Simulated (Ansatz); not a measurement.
Runs of Ansatz 0.2.0 on Ca. The structure is cubic, space group Im-3m (No. 229). The conventional cell has a = 4.480 Å, b = 4.480 Å, c = 4.480 Å, α = 90.00°, β = 90.00°, γ = 90.00°. Around Ca (site symmetry m-3m) lie 8 Ca at 3.88 Å. This isn't the form of Ca at room conditions, which is fcc.

| task | level | k mesh | cutoff (eV) | smearing | phonon path | basis error allowed | mesh quality | gap on the mesh (eV) | pressure (GPa) |
| --- | --- | --- | --- | --- | --- | --- | --- | --- | --- |
| single point | LDA | 8 × 8 × 8 | 84 | gaussian 0.05 eV | - | 0.001 eV/atom | not flagged | none | -2.5 |
| single point | PBE | 8 × 8 × 8 | 83 | gaussian 0.05 eV | - | 0.001 eV/atom | not flagged | none | -1.0 |
| single point | PBE | 4 × 4 × 4 | 75 | fermi-dirac 0.02 eV | - | 0.002 eV/atom | coarse | none | -0.8 |
| single point | LDA | 8 × 8 × 8 | 84 | gaussian 0.02 eV | - | 0.001 eV/atom | not flagged | none | (a) |

Alike in all rows: potentials or basis all-electron LAPW, scalar-relativistic; no spin polarisation; cell as given.

Fill in the values left out.

(a) -2.4.

Caveats: some runs use coarse meshes; the cell was measured hot, at 740 K; the k mesh is thin for a metal, which can move the energy by tens of meV per atom (some runs).

A gap of «none» marks a metal or a gap under the smearing width.
